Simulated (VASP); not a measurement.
# AlCo (Pm-3m) in VASP: notebook

One crystal, AlCo, is run at these levels: B3LYP+D2, PBEsol+D3+U, LDA; tasks: optical spectrum, density of states, equation of state.

All numbers are computed with VASP 6.6.1; they aren't measurements. Logs are shortened: lines on timing, memory, paths and dates and some standing lists are left out, and cuts for length are marked.

## 1. Starting point

Symmetry: Pm-3m, No. 221, cubic system. The conventional cell has a = 2.819 Å, b = 2.819 Å, c = 2.819 Å, α = 90.00°, β = 90.00°, γ = 90.00°. Around Co (site symmetry m-3m) lie 8 Al at 2.44 Å. Al (site symmetry m-3m) is surrounded by 8 Co at 2.44 Å.

The cell is a database's computed one.

## 2. Optical spectrum, B3LYP+D2, collinear spin, ferromagnetic start

POSCAR

```
AlCo
1.0
    2.8194032100      0.0000000000      0.0000000000
    0.0000000000      2.8194032100      0.0000000000
    0.0000000000      0.0000000000      2.8194032100
Co Al
1 1
Cartesian
    1.4097016050      1.4097016050      1.4097016050
    0.0000000000      0.0000000000      0.0000000000
```

INCAR.step1

```
SYSTEM = AlCo
  PREC = Accurate
  ENCUT = 520
  EDIFF = 1E-5
  ISMEAR = 1
  SIGMA = 0.2
  LREAL = .False.
  LASPH = .True.
  NELM = 100
  ALGO = Normal
  ISIF = 2
  LWAVE = .True.
  LCHARG = .False.
  ISPIN = 2
  MAGMOM = 2 0
  LORBIT = 11
  LMAXMIX = 4
  NBANDS = 30
  GGA = PE
```

INCAR.step2

```
SYSTEM = AlCo
  PREC = Accurate
  ENCUT = 520
  EDIFF = 1E-6
  ISMEAR = 1
  SIGMA = 0.2
  LREAL = .False.
  LASPH = .True.
  NELM = 100
  ALGO = Normal
  ISIF = 2
  LWAVE = .False.
  LCHARG = .False.
  ISPIN = 2
  MAGMOM = 2 0
  LORBIT = 11
  LMAXMIX = 4
  GGA = B3
  LHFCALC = .True.
  AEXX = 0.2
  AGGAX = 0.72
  AGGAC = 0.81
  ALDAC = 0.19
  PRECFOCK = Normal
  HFRCUT = -1
  IVDW = 1
  LOPTICS = .True.
  NBANDS = 30
  NEDOS = 1000
  CSHIFT = 0.1
  ISTART = 1
```

KPOINTS

```
Automatic mesh
0
Gamma
  5 5 5
  0 0 0
```

Potentials or basis: VASP PAW PBE potentials, release 54 (Co, Al).

On the command line:

```sh
$ cat potpaw_PBE.54/Co/POTCAR potpaw_PBE.54/Al/POTCAR > POTCAR
$ cp INCAR.step1 INCAR
$ mpirun -np 1 vasp_std > vasp.out
$ cp INCAR.step2 INCAR
$ mpirun -np 1 vasp_std > vasp.out
```

OUTCAR:

```text
SYSTEM = AlCo
   PREC = Accurate
   ENCUT = 520
   EDIFF = 1E-6
   ISMEAR = 1
   LREAL = .False.
   LASPH = .True.
   NELM = 100
   ISIF = 2
   ISPIN = 2
   LORBIT = 11
   GGA = B3
   LHFCALC = .True.
   AEXX = 0.2
   PRECFOCK = Normal
   IVDW = 1
   ISTART = 1
  IVDW =   1

 ion  position               nearest neighbor table
   1  0.500  0.500  0.500-   2 2.44   2 2.44   2 2.44   2 2.44   2 2.44   2 2.44   2 2.44   2 2.44

   2  0.000  0.000  0.000-   1 2.44   1 2.44   1 2.44   1 2.44   1 2.44   1 2.44   1 2.44   1 2.44

  LATTYP: Found a simple cubic cell.
 ALAT       =     2.8194032100

  Lattice vectors:

 A1 = (   2.8194032100,   0.0000000000,   0.0000000000)
 A2 = (   0.0000000000,   2.8194032100,   0.0000000000)
 A3 = (   0.0000000000,   0.0000000000,   2.8194032100)

Analysis of symmetry for initial positions (statically):
=====================================================================
 Subroutine PRICEL returns:
 Original cell was already a primitive cell.

 Routine SETGRP: Setting up the symmetry group for a
 simple cubic supercell.

 Subroutine GETGRP returns: Found 48 space group operations
 (whereof 48 operations were pure point group operations)
 out of a pool of 48 trial point group operations.

The static configuration has the point symmetry O_h .

Analysis of symmetry for dynamics (positions and initial velocities):
=====================================================================
 Subroutine PRICEL returns:
 Original cell was already a primitive cell.

 Routine SETGRP: Setting up the symmetry group for a
 simple cubic supercell.

 Subroutine GETGRP returns: Found 48 space group operations
 (whereof 48 operations were pure point group operations)
 out of a pool of 48 trial point group operations.

The dynamic configuration has the point symmetry O_h .

Analysis of structural, dynamic, and magnetic symmetry:
=====================================================================
 Subroutine PRICEL returns:
 Original cell was already a primitive cell.

 Routine SETGRP: Setting up the symmetry group for a
 simple cubic supercell.

 Subroutine GETGRP returns: Found 48 space group operations
 (whereof 48 operations were pure point group operations)
 out of a pool of 48 trial point group operations.

The overall configuration has the point symmetry O_h .

 Subroutine INISYM returns: Found 48 space group operations
 (whereof 48 operations are pure point group operations),
 and found     1 'primitive' translations

----------------------------------------------------------------------------------------

                                     Primitive cell

  volume of cell :      22.4115

  direct lattice vectors                    reciprocal lattice vectors
     2.819403210  0.000000000  0.000000000     0.354684990  0.000000000  0.000000000
     0.000000000  2.819403210  0.000000000     0.000000000  0.354684990  0.000000000
     0.000000000  0.000000000  2.819403210     0.000000000  0.000000000  0.354684990

  length of vectors
     2.819403210  2.819403210  2.819403210     0.354684990  0.354684990  0.354684990

  position of ions in fractional coordinates (direct lattice)
     0.500000000  0.500000000  0.500000000
     0.000000000  0.000000000  0.000000000
[... 119 lines left out ...]

  energy without entropy =      -12.94506779  energy(sigma->0) =      -12.94457303

 E-fermi :  10.8062     XC(G=0):  -9.9257

 val. band max:       10.6379260395   @ k =   0.4000   0.4000   0.4000
 cond. band min:      11.9035175590   @ k =   0.4000   0.4000   0.0000
 fundamental gap:      1.2655915195
 Fermi energy:        10.8062336425

 spin component 1

 k-point     1 :       0.0000    0.0000    0.0000
  band No.  band energies     occupation
      1      -1.5053      1.00000
      2       7.2403      1.00000
      3       7.2403      1.00000
      4       8.8385      1.00000
      5       8.8385      1.00000
      6       8.8385      1.00000
[... 186 lines left out ...]
      4       9.9949      1.00000
      5       9.9949      1.00000
      6      10.6379      0.99992
[... 10 lines left out ...]
     17      42.9409      0.00000
     18      43.7614      0.00000
 Fermi energy:        10.8062336425

 spin component 2

 k-point     1 :       0.0000    0.0000    0.0000
  band No.  band energies     occupation
      1      -1.5053      1.00000
      2       7.2404      1.00000
      3       7.2404      1.00000
      4       8.8385      1.00000
      5       8.8385      1.00000
      6       8.8385      1.00000
[... 186 lines left out ...]
      4       9.9950      1.00000
      5       9.9950      1.00000
      6      10.6378      1.00008
[... 10 lines left out ...]
     17      42.9409      0.00000
     18      43.7614      0.00000
 [bands above 18 left out]

------------------------ aborting loop because EDIFF is reached ----------------------------------------

  DFT-D2 method for vdW energy calculation

  Number of pair interactions contributing to vdW energy:   70116

  Edisp (eV):   -1.11753

  FORCE on cell =-STRESS in cart. coord.  units (eV):
  Direction    XX          YY          ZZ          XY          YZ          ZX
  --------------------------------------------------------------------------------------
  -------------------------------------------------------------------------------------
  Total      -0.96541    -0.96541    -0.96541    -0.00000     0.00000    -0.00000
  in kB     -69.01587   -69.01587   -69.01587    -0.00000     0.00000    -0.00000
  external pressure =      -69.02 kB  Pullay stress =        0.00 kB

 VOLUME and BASIS-vectors are now :
 -----------------------------------------------------------------------------
  energy-cutoff  :      520.00
  volume of cell :       22.41
      direct lattice vectors                 reciprocal lattice vectors
     2.819403210  0.000000000  0.000000000     0.354684990  0.000000000  0.000000000
     0.000000000  2.819403210  0.000000000     0.000000000  0.354684990  0.000000000
     0.000000000  0.000000000  2.819403210     0.000000000  0.000000000  0.354684990

 POSITION                                       TOTAL-FORCE (eV/Angst)
 -----------------------------------------------------------------------------------
      1.40970      1.40970      1.40970         0.000000      0.000000      0.000000
      0.00000      0.00000      0.00000         0.000000      0.000000      0.000000
 -----------------------------------------------------------------------------------
    total drift:                                0.000000     -0.000000     -0.000000

  FREE ENERGIE OF THE ION-ELECTRON SYSTEM (eV)
  ---------------------------------------------------
  free  energy   TOTEN  =       -14.0618589886 eV

  energy  without entropy=      -14.0626011340  energy(sigma->0) =      -14.06210637

 electrical conductivity sigma (Mega S m-1) (frequency dependency in vasprun.xml)
  --------------------------------------------------------------------------------------
       0.078       0.000      -0.000
      -0.000       0.078       0.000
       0.000       0.000       0.078

  frequency dependent IMAGINARY DIELECTRIC FUNCTION (independent particle, no local field effects) density-density
     E(ev)      X         Y         Z        XY        YZ        ZX
  --------------------------------------------------------------------------------------------------------------
     0.00000     0.00000     0.00000     0.00000     0.00000     0.00000     0.00000
     0.72346     0.07584     0.07584     0.07584    -0.00000    -0.00000     0.00000
     1.44693     0.20612     0.20612     0.20612    -0.00000    -0.00000     0.00000
     2.17039     0.64746     0.64746     0.64746    -0.00000    -0.00000     0.00000
     2.89386    17.89522    17.89522    17.89522    -0.00000    -0.00000    -0.00000
     3.61732    21.87873    21.87873    21.87873    -0.00000     0.00000     0.00000
[... 92 lines left out ...]
    70.89946     0.00039     0.00039     0.00039     0.00000     0.00000     0.00000
    71.62293     0.00038     0.00038     0.00038     0.00000     0.00000     0.00000

  frequency dependent      REAL DIELECTRIC FUNCTION (independent particle, no local field effects) density-density
     E(ev)        X           Y           Z          XY          YZ          ZX
  --------------------------------------------------------------------------------------------------------------
     0.00000    10.16507    10.16507    10.16507    -0.00000    -0.00000     0.00000
     0.72346    10.42645    10.42645    10.42645    -0.00000    -0.00000     0.00000
     1.44693    11.37875    11.37875    11.37875    -0.00000    -0.00000     0.00000
     2.17039    14.02058    14.02058    14.02058    -0.00000    -0.00000     0.00000
     2.89386    18.76594    18.76594    18.76594    -0.00000    -0.00000     0.00000
     3.61732    11.68730    11.68730    11.68730     0.00000     0.00000    -0.00000
[... 92 lines left out ...]
    70.89946     0.87951     0.87951     0.87951     0.00000     0.00000     0.00000
    71.62293     0.88228     0.88228     0.88228     0.00000     0.00000     0.00000

  frequency dependent IMAGINARY DIELECTRIC FUNCTION (independent particle, no local field effects) current-current
     E(ev)      X         Y         Z        XY        YZ        ZX
  --------------------------------------------------------------------------------------------------------------
     0.00000    25.33822    25.33822    25.33822     0.00000    -0.00000    -0.00000
     0.72346     2.68036     2.68036     2.68036     0.00000    -0.00000    -0.00000
     1.44693     1.63947     1.63947     1.63947     0.00000    -0.00000    -0.00000
     2.17039     1.83737     1.83737     1.83737     0.00000    -0.00000     0.00000
     2.89386    19.38175    19.38175    19.38175     0.00000    -0.00000     0.00000
     3.61732    22.63888    22.63888    22.63888     0.00000    -0.00000     0.00000
[... 92 lines left out ...]
    70.89946     0.00005     0.00005     0.00005    -0.00000    -0.00000     0.00000
    71.62293     0.00005     0.00005     0.00005    -0.00000    -0.00000     0.00000

  frequency dependent      REAL DIELECTRIC FUNCTION (independent particle, no local field effects) current-current
     E(ev)        X           Y           Z          XY          YZ          ZX
  --------------------------------------------------------------------------------------------------------------
     0.00000    10.14395    10.14395    10.14395     0.00000    -0.00000    -0.00000
     0.72346    10.40078    10.40078    10.40078     0.00000    -0.00000    -0.00000
     1.44693    11.34419    11.34419    11.34419     0.00000    -0.00000    -0.00000
     2.17039    13.94358    13.94358    13.94358     0.00000    -0.00000    -0.00000
     2.89386    17.11524    17.11524    17.11524     0.00000     0.00000    -0.00000
     3.61732    10.01489    10.01489    10.01489    -0.00000     0.00000     0.00000
[... 92 lines left out ...]
    70.89946     0.87953     0.87953     0.87953     0.00000     0.00000    -0.00000
    71.62293     0.88230     0.88230     0.88230     0.00000     0.00000    -0.00000

 total charge

# of ion       s       p       d       tot
------------------------------------------
    1        0.441   0.554   7.606   8.601
    2        0.437   0.439   0.000   0.876
--------------------------------------------------
tot          0.877   0.993   7.606   9.476

 magnetization (x)

# of ion       s       p       d       tot
------------------------------------------
    1       -0.000  -0.000   0.000   0.000
    2       -0.000  -0.000   0.000  -0.000
--------------------------------------------------
tot         -0.000  -0.000   0.000   0.000
```

Run time: 10 min. Hardware: 1 thread of Intel Xeon 6975P-C (Granite Rapids), shared host; peak memory 0.16 GiB.

What came out:

```
Free energy                                           : -14.0619 eV
Pressure                                              : -6.9 GPa
Band gap on the k mesh                                : 1.27 eV, indirect (least direct gap 2.92 eV)
Net moment                                            : 0.00 μB per cell
Valence electrons inside the program's atomic spheres : Co 8.60; Al 0.88
Dispersion energy per atom                            : -0.559 eV
```

Dielectric function (mean over the directions given):
```tsv
energy (eV)	real part	imaginary part
0.29	10.21	0.03
1.30	11.11	0.17
2.32	15.11	0.88
3.33	12.20	5.13
4.41	-1.31	9.94
5.43	11.33	4.55
6.44	7.82	5.03
7.52	-2.08	7.70
8.54	-0.12	15.07
9.55	-0.04	5.11
10.63	-3.14	7.56
11.65	0.68	2.98
12.66	-0.96	2.91
13.75	-0.69	3.88
14.76	-1.73	0.89
15.77	-1.19	0.59
16.86	-0.94	1.64
17.87	-0.40	0.63
18.88	-0.21	0.81
19.97	-0.29	0.28
```

Caveat: the k mesh is coarse (spacing up to 0.45 Å⁻¹), so the values aren't converged, least of all with exact exchange; the starting moments collapsed, and a magnetic state may lie lower; spectra need much finer meshes, so this one isn't converged; these spectra lack excitons; the PAW data sets were made with another functional, which shifts forces and pressure a little; an odd mesh through Γ misses points on the zone boundary, where band edges often lie.

(Continued in part 2 of 2.)
